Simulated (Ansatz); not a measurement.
## The I–V curve of a Zr/MoS2/Zr junction

Wanted: I(V) for Zr/MoS2/Zr. Both electrodes are Zr hcp(0001); the barrier is MoS2 2H layers (two layers in the relaxed core). In the first transport cell, after relaxation, the nearest pair of electrode and barrier is Zr–S at 2.62 Å, along the normal, at the lower face and Zr–S at 2.61 Å, along the normal, at the upper one. All share a net of side 3.17 Å, which strains the lower electrode by -1.9 % and the barrier by +0.0 %, against typed lattice constants near PBE's. The first steps treat the bulk electrodes alone.

Method: PBE+D3(BJ) DFT, plane waves, PAW files, in the first sound run; inputs show where later runs differ, in Ansatz 0.2.0.

Report form: the programs' logs are mostly left out.

### Step 1. The structure

Symmetry: P6_3/mmc, No. 194, hexagonal system. Conventional cell: a = 3.170 Å, b = 3.170 Å, c = 5.237 Å, α = 90.00°, β = 90.00°, γ = 120.00°. Nearest to Zr lie 12 Zr at 3.17 to 3.19 Å.

Structure file:

```cif
data_structure
_symmetry_space_group_name_H-M 'P 1'
_symmetry_Int_Tables_number 1
_cell_length_a 3.1700
_cell_length_b 3.1700
_cell_length_c 5.2372
_cell_angle_alpha 90.000
_cell_angle_beta 90.000
_cell_angle_gamma 120.000
_cell_volume 45.58
loop_
_atom_site_label
_atom_site_type_symbol
_atom_site_fract_x
_atom_site_fract_y
_atom_site_fract_z
_atom_site_occupancy
Zr1 Zr 0.00000 0.00000 0.00000 1
Zr2 Zr 0.33333 0.66667 0.50000 1
```

### Step 2. The strained electrode

The electrode is held to the junction's net and relaxed along the normal; its spacing is used for the ideal lead layers.

File input.yaml:

```yaml
crystal:
  lattice:
    - [3.17, 0.0, 0.0]
    - [-1.585, 2.74530053, 0.0]
    - [0.0, 0.0, 5.2372260062]
  atoms:
    - { symbol: Zr, position: [0.0, 0.0, 0.0] }
    - { symbol: Zr, position: [0.3333333333, 0.6666666667, 0.5] }
kpoints:
  mp_grid: { grid: [12, 12, 6] }
scf:
  occupations: { method: fermi_dirac, width: 0.1 }
  max_iter: 150
hamiltonian:
  xc: pbe
  dispersion: d3bj
relax:
  f_tol: 0.01
  max_steps: 40
  cell: { fix: [a, b, angles] }
```

Started as:

```console
$ ansatz run input.yaml --threads 8 --pin off --max-ram 20480MiB --backend cpu --events-out ev --progress --plain --runs-dir out
```

Wall time 2 s (8 threads of Arm Neoverse V1, shared host); peak memory 0.42 GiB; 13 s of CPU time.

The steps of the relaxation:

```csv
step,energy less that of the first step (eV),largest force component (eV/Å),pressure (GPa),volume (Å³)
1,0.0000,0.0000,-1.51,45.58
2,-0.0062,0.0000,1.67,44.20
3,-0.0092,0.0000,0.40,44.72
4,-0.0092,0.0000,0.47,44.69
5*,-0.0091,0.0000,0.47,44.69
```

Relaxation steps marked * repeat the geometry before them on a plane-wave basis chosen anew for their cell, so energy and pressure can jump there.

The run keeps the 24 symmetry operations that it works with, so distortions that break them were not tested.

```csv
"conventional cell, symmetrised",before,after,change
a (Å),3.170,3.170,+0.0 %
b (Å),3.170,3.170,+0.0 %
c (Å),5.237,5.136,-1.9 %
volume (Å³/atom),22.79,22.35,-1.9 %
```

The relaxed structure:

```
Zr
1.0
     3.17000    0.00000    0.00000
    -1.58500    2.74530    0.00000
     0.00000    0.00000    5.13575
Zr
2
Direct
  0.00000 0.00000 0.00000
  0.33333 0.66667 0.50000
```

Numbers from this step:

| Item | Value |
| --- | --- |
| free energy | -8368.7775 eV |
| Fermi energy | 14.65 eV |
| pressure | 0.4733 GPa |

The cell shrank by 1.9 % in volume.

### Step 3. Relaxation

System of this step: Zr/MoS2/Zr. The cell holds 14 atoms: 8 Zr, 4 S and 2 Mo. Cell: a = 3.170 Å, b = 3.170 Å, c = 46.807 Å, α = 90.0°, β = 90.0°, γ = 120.0°. Vacuum lies along c.

Tunnelling depends exponentially on distance, so the interfaces are relaxed first. A short slab in vacuum serves: only the barrier and the layers next to it are taken over, and later cells can add or drop layers in the barrier's middle. The dipole correction removes the field that unlike faces would set up across the vacuum. Dispersion is added because the sheets are held by van der Waals forces.

File input.yaml:

```yaml
crystal:
  lattice:
    - [3.17, 0.0, 0.0]
    - [-1.585, 2.74530053, 0.0]
    - [0.0, 0.0, 46.8066780186]
  atoms:
    - { symbol: Zr, position: [0.33333333, 0.66666667, 0.1709157825] }
    - { symbol: Zr, position: [0.0, 0.0, 0.2268610688] }
    - { symbol: Zr, position: [0.33333333, 0.66666667, 0.2828063551] }
    - { symbol: Zr, position: [0.0, 0.0, 0.3387516414] }
    - { symbol: S, position: [0.0, 0.0, 0.4007086126] }
    - { symbol: Mo, position: [0.66666667, 0.33333333, 0.4340371902] }
    - { symbol: S, position: [0.0, 0.0, 0.4673657678] }
    - { symbol: S, position: [0.66666667, 0.33333333, 0.5326342322] }
    - { symbol: Mo, position: [0.0, 0.0, 0.5659628098] }
    - { symbol: S, position: [0.66666667, 0.33333333, 0.5992913874] }
    - { symbol: Zr, position: [0.66666667, 0.33333333, 0.6612483586] }
    - { symbol: Zr, position: [0.0, 0.0, 0.7171936449] }
    - { symbol: Zr, position: [0.66666667, 0.33333333, 0.7731389312] }
    - { symbol: Zr, position: [0.0, 0.0, 0.8290842175] }
kpoints:
  mp_grid: { grid: [8, 8, 1] }
scf:
  occupations: { method: fermi_dirac, width: 0.1 }
  max_iter: 150
hamiltonian:
  xc: pbe
  dispersion: d3bj
efield:
  axis: 3
  dipole_correction: true
relax:
  f_tol: 0.04
  max_steps: 60
output:
  forces: true
```

Wall time 24 s (8 threads); peak memory 1.6 GiB; 3 min of CPU time.

Step by step:

```csv
step,energy less that of the first step (eV),largest force component (eV/Å)
1,0.0000,0.9733
2,-0.2871,0.2870
3,-0.3347,0.0505
4,-0.3595,0.1064
5,-0.3606,0.0225
```

The run keeps the 6 symmetry operations that it works with, so distortions that break them were not tested.

The atoms that moved most (Å):

```csv
atom,dx,dy,dz,length
Zr14,0.000,0.000,-0.554,0.554
Zr1,0.000,0.000,0.533,0.533
Zr12,0.000,0.000,-0.403,0.403
Zr13,0.000,0.000,-0.390,0.390
Zr3,0.000,0.000,0.387,0.387
Zr2,0.000,0.000,0.372,0.372
Zr4,0.000,0.000,0.334,0.334
Zr11,0.000,0.000,-0.330,0.330
```

Numbers from this step:

| Quantity | Value |
| --- | --- |
| free energy | -47000.5656 eV |
| Fermi energy | 8.290 eV |

The largest force component on a free atom ends at 0.022 eV/Å. At one or more of this run's solves the program warned of density in the dipole ramp over its bound, where dipole, forces and levels can be off.

### Step 4. The voltage sweep

This step: PBE DFT, plane waves, PAW files; current against voltage, self-consistent between two reservoirs (Ansatz 0.2.0).

System of this step: Zr/MoS2/Zr. The cell holds 28 atoms: 22 Zr, 4 S and 2 Mo. Its edges and angles: a = 3.170 Å, b = 3.170 Å, c = 79.764 Å, α = 90.0°, β = 90.0°, γ = 120.0°. Regions: left electrode, 11 atoms (11 Zr); barrier, 6 atoms (4 S and 2 Mo); right electrode, 11 atoms (11 Zr). Vacuum lies along c.

Under bias the potential drop changes the barrier, so density and potential are solved anew at each voltage between two reservoirs. The leads must hold the reservoirs as well as the screening charge.

File input.yaml:

```yaml
crystal:
  lattice:
    - [3.17, 0.0, 0.0]
    - [-1.585, 2.74530053, 0.0]
    - [0.0, 0.0, 79.7635894681]
  atoms:
    - { symbol: Zr, position: [0.0, 0.0, 0.0877593404] }
    - { symbol: Zr, position: [0.33333333, 0.66666667, 0.1199529005] }
    - { symbol: Zr, position: [0.0, 0.0, 0.1521464607] }
    - { symbol: Zr, position: [0.33333333, 0.66666667, 0.1843400208] }
    - { symbol: Zr, position: [0.0, 0.0, 0.2165335809] }
    - { symbol: Zr, position: [0.33333333, 0.66666667, 0.2487271411] }
    - { symbol: Zr, position: [0.0, 0.0, 0.2809207012] }
    - { symbol: Zr, position: [0.33333333, 0.66666667, 0.3131142613] }
[... 16 atom lines left out ...]
    - { symbol: Zr, position: [0.0, 0.0, 0.8156599792] }
    - { symbol: Zr, position: [0.66666667, 0.33333333, 0.8478535393] }
    - { symbol: Zr, position: [0.0, 0.0, 0.8800470995] }
    - { symbol: Zr, position: [0.66666667, 0.33333333, 0.9122406596] }
kpoints:
  mp_grid: { grid: [12, 12, 1] }
scf:
  occupations: { method: fermi_dirac, width: 0.1 }
  max_iter: 150
hamiltonian:
  xc: pbe
output:
  current_voltage:
    bias: [0.4, 0.8, 1.6, -0.4, -0.8, -1.6]
    kmesh: [24, 24]
    leads: [[4, 6], [22, 24]]
    electrode_ends: [10, 17]
  write_potential: true
  write_density: true
  volumetric_format: npy
  elf: true
```

Elapsed: 63 min, on 8 threads; peak memory 10 GiB; 6.3 h of CPU time.

This step gave:

- free energy: -105567.6995 eV
- Fermi energy: 11.64 eV
- conductance at zero bias: 1.36e13 S/m²

Checks by voltage:

```csv
bias (V),current density (ampere/m²),current on every other mesh point (ampere),drop across the junction (V),electrons moved,electrons in bound states,"misfit, lower lead (eV)","misfit, upper lead (eV)",iterations
-1.6,-1.03e13,-8.71e-7,-1.575,-0.02273,0.009868,0.07902,0.02667,11
-0.8,-7.44e12,-6.01e-7,-0.7826,-0.015,0.002654,0.07283,0.02814,8
-0.4,-1.09e12,-6.44e-8,-0.3916,-0.007827,3.61e-4,0.06961,0.02947,9
0,0,0,0,0,0,0.06834,0.03098,8
0.4,1.90e12,2.24e-7,0.3912,0.007684,3.65e-4,0.06477,0.03674,11
0.8,7.41e12,5.91e-7,0.7803,0.01462,0.002649,0.05744,0.04466,9
1.6,1.13e13,9.40e-7,1.567,0.01829,0.009474,0.04777,0.0533,13
```

Cell area 8.703 Å^2. The current through one cell by bias:

```csv
bias (V),current through one cell (μA)
-1.60,-0.896
-0.80,-0.648
-0.40,-0.0945
0.00,0
0.40,0.165
0.80,0.645
1.60,0.982
```

Bias 0 V. The transmission and channels, zone mean by energy, zero at the mean Fermi level:

```csv
energy (eV),transmission,"channels, left","channels, right"
-0.259,0.00342,0.453,0.453
-0.233,0.00445,0.474,0.474
-0.207,0.00588,0.536,0.536
-0.181,0.00804,0.526,0.526
-0.155,0.00866,0.526,0.526
-0.129,0.0109,0.495,0.526
-0.103,0.0134,0.609,0.568
-0.078,0.0106,0.589,0.589
-0.052,0.00833,0.557,0.557
-0.026,0.00936,0.568,0.568
0.000,0.00991,0.618,0.618
0.026,0.0293,0.785,0.785
0.052,0.0264,0.830,0.785
0.078,0.0247,0.854,0.833
0.103,0.0283,0.938,0.896
0.129,0.0284,1,0.979
0.155,0.0303,1.10,1.05
0.181,0.0353,1.16,1.16
0.207,0.0429,1.22,1.26
0.233,0.0473,1.34,1.35
0.259,0.0513,1.28,1.32
```

Bias 1.6 V. The transmission and channels, zone mean by energy, zero at the mean Fermi level:

```csv
energy (eV),transmission,"channels, left","channels, right"
-1.060,6.6e-8,0.717,0.453
-1.008,0.00132,0.602,0.474
-0.957,4.8e-4,0.707,0.526
-0.879,3.7e-4,0.613,0.609
-0.827,7.4e-4,0.602,0.557
-0.776,6.4e-4,0.634,0.618
-0.724,8.5e-4,0.644,0.785
-0.646,7.4e-4,0.745,0.979
-0.595,3.7e-4,0.755,1.16
-0.543,3.9e-4,0.818,1.34
-0.491,6.1e-4,1.01,1.24
-0.439,7.2e-4,1.03,1.31
-0.362,0.00115,1.01,1.32
-0.310,0.00180,1.11,1.32
-0.259,0.00320,1.16,1.16
-0.207,0.00488,1.31,1.18
-0.155,0.00801,1.38,1.34
-0.078,0.0170,1.45,1.24
-0.026,0.0277,1.42,1.22
0.000,0.0259,1.55,1.26
0.026,0.0274,1.49,1.29
0.078,0.0282,1.43,1.36
0.155,0.0172,1.41,1.31
0.207,0.0158,1.38,1.29
0.259,0.0117,1.30,1.15
0.310,0.00839,1.01,1.24
0.362,0.00665,0.745,1.20
0.439,0.0135,0.589,1.16
0.491,0.0128,0.516,1.17
0.543,0.00385,0.474,1.09
0.595,0.00399,0.557,1.21
0.646,0.00477,0.536,1.23
0.724,0.00126,0.557,1.31
0.776,0.00188,0.618,1.31
0.827,0.0257,0.785,1.31
0.879,0.0615,0.896,1.23
0.957,0.125,1.14,1.24
1.008,0.123,1.36,1.26
1.060,0.0676,1.28,1.16
```

Bias -1.6 V. Transmission and channels, zone mean against energy, zero at the mean Fermi level:

```csv
energy (eV),transmission,"channels, left","channels, right"
-1.060,3.3e-5,0.370,0.707
-0.982,2.0e-4,0.536,0.644
-0.905,4.6e-5,0.526,0.623
-0.853,4.1e-4,0.620,0.613
-0.776,0.00159,0.606,0.634
-0.698,0.00395,0.896,0.644
-0.646,0.0119,1.06,0.734
-0.620,0.00239,1.11,0.755
-0.543,0.00156,1.32,0.786
-0.465,0.00261,1.37,1.01
-0.414,0.00189,1.25,0.977
-0.336,0.00305,1.36,1.07
-0.259,0.00730,1.17,1.19
-0.181,0.0128,1.34,1.35
-0.103,0.0202,1.25,1.41
-0.026,0.0174,1.24,1.49
0.000,0.0162,1.28,1.51
0.026,0.0150,1.28,1.48
0.103,0.0106,1.32,1.48
0.181,0.00861,1.28,1.40
0.259,0.00968,1.15,1.31
0.336,0.0110,1.20,0.953
0.414,0.00416,1.24,0.682
0.465,0.00717,1.21,0.589
0.543,0.00551,1.06,0.453
0.620,0.00308,1.21,0.526
0.698,0.00298,1.32,0.630
0.776,0.00285,1.36,0.609
0.853,0.0209,1.30,0.812
0.905,0.0515,1.22,0.938
0.982,0.0809,1.21,1.20
1.060,0.102,1.18,1.28
```

The Hartree potential energy less that at 0 V, planar mean by z:

```csv
z (Å),0.4 V (eV),0.8 V (eV),1.6 V (eV),-0.4 V (eV),-0.8 V (eV),-1.6 V (eV)
0,-0.00115,-0.00444,-0.0130,-5.5e-4,-0.00321,-6.5e-4
5,0.200,0.396,0.784,-0.201,-0.405,-0.806
10,0.199,0.395,0.780,-0.200,-0.403,-0.806
15,0.199,0.394,0.780,-0.199,-0.402,-0.805
20,0.197,0.391,0.773,-0.196,-0.392,-0.792
25,0.195,0.387,0.764,-0.194,-0.391,-0.791
30,0.191,0.374,0.743,-0.193,-0.385,-0.779
35,0.176,0.355,0.656,-0.178,-0.340,-0.604
40,-0.0117,0.00102,0.0537,0.0172,0.0607,0.0953
45,-0.180,-0.345,-0.514,0.181,0.364,0.696
50,-0.193,-0.382,-0.775,0.193,0.382,0.764
55,-0.195,-0.390,-0.798,0.197,0.390,0.780
60,-0.194,-0.388,-0.796,0.197,0.392,0.785
65,-0.200,-0.402,-0.817,0.199,0.395,0.792
70,-0.200,-0.404,-0.818,0.200,0.396,0.792
75,-0.197,-0.396,-0.798,0.196,0.388,0.777
```

Valence density in the ca plane at fractional y = 0.000, with atoms of Zr and S and Mo within 0.2 Å of it. It is the smooth field of the valence electrons, not physical close to the nuclei.

Ten steps, logarithmic in the rise over the least value, from '0' (0.0 e/Å³) to '9' (6.5 e/Å³), each cell a mean:
```
85322222224788863455565433565565200012479996
63222332223577642345554333455553100123457874
32223443222344321123443444444331001344444443
22223554222222211011223455332210002344433333
22223454222233211112333454333210002344433333
43222333222456432234554334445542101233445654
74222222224788753456665433456654200123478985
86322222235888863465355433564465200012589997
```
Columns run along c (16.0 Å, from fractional 0.35 to 0.55 of the cell), rows up along a (3.2 Å). Atoms in or near the plane, at fractional coordinates: Zr at (0.41, 0.00), S at (0.44, 0.00), S at (0.48, 0.00), Mo at (0.54, 0.00).

ELF in the ca plane at fractional y = 0.000, with atoms of Zr and S and Mo within 0.2 Å of it. It is the smooth field of the valence electrons, not physical close to the nuclei.

Ten even steps from '0' (0.03) to '9' (0.93), each cell a mean:
```
84256556523865852795257413673389700012267675
52232222321477621688887312588898300244235642
12211221122122111246663122256653004677632223
34312442124322221001111133112100016888753235
23311332123211111123431132124321015788742225
21221111221245311478885211478886102466423422
73244334422787741797687412686799600123247763
85257677623842762894037413660189810011376476
```
Columns run along c (16.0 Å, from fractional 0.35 to 0.55 of the cell), rows up along a (3.2 Å). Atoms in or near the plane, at fractional coordinates: Zr at (0.41, 0.00), S at (0.44, 0.00), S at (0.48, 0.00), Mo at (0.54, 0.00).

Electrostatic potential energy in the ca plane at fractional y = 0.000, with atoms of Zr and S and Mo within 0.2 Å of it. With pseudopotentials it is smooth inside the atoms' cores, unlike the true potential.

Ten even steps from '0' (-55 eV) to '9' (15 eV), each cell a mean:
```
26899999997300168864436899844448999999730005
68999989998643579986568888875579999999863347
89998778999888899999998878899999999998988888
99998767899999999999998767899999999988899999
99998778899988999999998777899999999988899899
78998888999766789998788888887789999999886678
37999999998411378974447999864458999999841026
16899999997200058854536899744547999999720004
```
Columns run along c (16.0 Å, from fractional 0.35 to 0.55 of the cell; values clipped at the 3rd and 97th percentile), rows up along a (3.2 Å). Atoms in or near the plane, at fractional coordinates: Zr at (0.41, 0.00), S at (0.44, 0.00), S at (0.48, 0.00), Mo at (0.54, 0.00).

All 7 points reached self-consistency. On every other mesh point the currents change by up to 36 %. The leads' potential repeats within 79 meV, on the large side, so longer leads could move the currents.

[end of part 1 of 2]

[Logs are printed without paths, hosts, clocks, repeated set-up lines and the standing remarks that a program may print on its own settings, such as how far it seeks lower states.]

[Hosts, paths, dates, database ids (printed as entryN), source tags and the programs' standing remarks are cut or masked in the printed files.]
